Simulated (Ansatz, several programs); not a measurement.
CdSe in the rocksalt structure, relaxed with PBE in Ansatz (plane waves, PAW): it is cubic, Fm-3m (No. 225); conventional cell a = 5.738 Å, 23.61 Å³ an atom. Cd is surrounded by 6 Se at 2.87 Å; Se is surrounded by 6 Cd at 2.87 Å. The cell was then scaled with its shape and fractional coordinates held. Simulation only: spin-unpolarised, and no claim that this is the phase found in nature.

```
V (Å³/atom)  E (meV/atom)
     22.198         18.11
     23.615          0.00
     24.323          3.72
     25.032         13.82
```

Problem. Pass a cubic E = c₀ + c₁u + c₂u² + c₃u³, with u = V − 23.792 Å³, through these points.

Solution. c₀ = 0.25, c₁ = +2.747, c₂ = 7.550, c₃ = -0.7557 (meV and Å³).

Problem. Where is the minimum, and what bulk modulus follows?

Solution. dE/du = 0 at u = -0.177, so V₀ = 23.61 Å³. B = V₀ d²E/dV² = 23.61 × (2c₂ + 6c₃u) = 23.61 × 15.903 = 376 meV/Å³, and 1 meV/Å³ is 0.16022 GPa: 60 GPa. A third-order Birch-Murnaghan fit to all five points gives 23.62 Å³ and 59 GPa.

Problem. Predict the energy and the pressure at the withheld volume, 22.906 Å³.

Solution. With u = -0.886: E ≈ 4.27 meV and P = −dE/dV ≈ +1.99 GPa. The run gives 4.28 meV and, from its stress, +1.98 GPa.
